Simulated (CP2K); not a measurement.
C:

```
C
1.0
     2.52207    0.00000    0.00000
     1.26103    2.18417    0.00000
     1.26103    0.72806    2.05926
C
2
Direct
  0.75000 0.75000 0.75000
  0.50000 0.50000 0.50000
```

This isn't the form of C at room conditions, which is graphite.

Base run:

| Quantity | Value |
| --- | --- |
| Program | CP2K 2026.2 |
| Functional | r2SCAN |
| Potentials or basis | POTENTIAL_UZH C GTH-SCAN-q4; TZVP-MOLOPT-SCAN-GTH basis |
| Density cutoff | 9184 eV |
| k mesh | 13 × 13 × 13 |
| Occupations | fermi-dirac, width 0.05 eV |
| Spin | no spin polarisation |

Its results: band gap on the k mesh 4.41 eV, indirect (least direct gap 5.88 eV); pressure -2.9 GPa.

The run is repeated on the same cell with these changes: functional from r2SCAN to SCAN; ngrids from 5 to 4. What comes out?

Band gap on the k mesh 4.63 eV, indirect (least direct gap 6.17 eV); pressure -4.5 GPa.

Caveats: the basis of atomic orbitals isn't converged, which shifts pressures, moduli and gaps.

Not every run made on this cell is shown here.
